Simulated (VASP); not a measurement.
ZnS (Wurtzite-2H), 4 atoms in the cell. It takes space group P6_3mc (No. 186, hexagonal). The conventional cell has a = 3.811 Å, b = 3.811 Å, c = 6.234 Å, α = 90.00°, β = 90.00°, γ = 120.00°. Around Zn (site symmetry 3m) lie 4 S at 2.31 to 2.40 Å. S (site symmetry 3m) is surrounded by 4 Zn at 2.31 to 2.40 Å. 

- Program: VASP 6.6.1
- Task: single point
- Functional: PBE
- Potentials or basis: VASP PAW PBE potentials, release 64 (Zn, S)
- Cutoff: 520 eV
- k mesh: 8 × 8 × 5
- Occupations: gaussian, width 0.015 eV
- Spin: no spin polarisation
- Further INCAR settings: ALGO = Normal; EDIFF = 1e-06; NBANDS = 26

Potentials or basis: VASP PAW PBE potentials, release 64 (Zn, S).

Launch:

```sh
$ cat potpaw_PBE.64/Zn/POTCAR potpaw_PBE.64/S/POTCAR > POTCAR
$ mpirun -np 1 vasp_std > vasp.out
```

Hardware: 1 thread of Intel(R) Xeon(R) Platinum 8559C (Emerald Rapids) (shared host).

Q: Estimate the wall time of this run.

A: Wall time 29 s on 1 thread of Intel(R) Xeon(R) Platinum 8559C (Emerald Rapids) (shared host), peak memory 0.2 GiB. Counts: scf iterations 14, k points 30.
